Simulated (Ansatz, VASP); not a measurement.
# AlN: VASP beside Ansatz

The input INCAR:

```
PREC = Accurate ; ENCUT = 520
EDIFF = 1E-6 ; ISMEAR = 0
SIGMA = 0.05 ; LREAL = False
LASPH = True ; NELM = 60
ALGO = Normal ; ISIF = 2
LWAVE = False ; LCHARG = False
GGA = CA ; NBANDS = 16
```

Contents of KPOINTS:

```
Automatic mesh
0
Gamma
  9 9 6
```

Contents of POSCAR:

```
AlN
1.0
    3.1403243997      0.0000000000      0.0000000000
   -1.5701621999      2.7196007063      0.0000000000
    0.0000000000      0.0000000000      5.0263297624
Al N
2 2
Direct
    0.3365483715      0.6730967429      0.0015212672
    0.6634516285      0.3269032571      0.5015212672
    0.3304644511      0.6609289023      0.3834787328
    0.6695355489      0.3390710977      0.8834787328
```

Input for Ansatz:

```yaml
crystal:
  lattice:
    - [3.1403243997, 0.0, 0.0]
    - [-1.5701621999, 2.7196007063, 0.0]
    - [0.0, 0.0, 5.0263297624]
  atoms:
    - { symbol: Al, position: [0.3365483715, 0.6730967429, 0.0015212672] }
    - { symbol: Al, position: [0.6634516285, 0.3269032571, 0.5015212672] }
    - { symbol: "N", position: [0.3304644511, 0.6609289023, 0.3834787328] }
    - { symbol: "N", position: [0.6695355489, 0.3390710977, 0.8834787328] }
basis:
  ecutwfc: 520.0
kpoints:
  mp_grid: { grid: [9, 9, 6] }
hamiltonian:
  xc: lda
scf:
  occupations: { method: gaussian, width: 0.05 }
output:
  forces: true
  stress: true
  eigenvalues: true
```

Change from the starting cell: mode 5 frozen in at +0.017 Å, equal normal strain along x, y and z +0.0167.

Alike in both runs: task single point; functional LDA; k mesh 9 × 9 × 6; occupations gaussian, width 0.05 eV; no spin polarisation.

```csv
,VASP,Ansatz
version,VASP 6.6.1,Ansatz 0.2.0
potentials or method,"VASP PAW LDA potentials, release 64 (Al, N)","scalar-relativistic, plane waves, PAW"
plane-wave cutoff (eV),520,520
valence electrons in the cell,16,16
```

|  | VASP | Ansatz | Ansatz less VASP |
| --- | --- | --- | --- |
| gap on the k mesh at the Fermi level (eV) | 3.98 | 3.98 | -0.004 |
| least direct gap on the mesh (eV) | 3.98 | 3.98 | -0.004 |
| pressure (GPa) | -9.1 | -9.5 | -0.45 |
| largest component of the traceless stress (GPa) | 0.43 | 0.44 | +0.014 |
| rms of the force components (eV/Å) | 0.047 | 0.047 | 0.0000 |

Atom by atom the forces differ by 0.000 eV/Å (rms over components).

Caveats: an odd mesh through Γ misses points on the zone boundary, where band edges often lie.
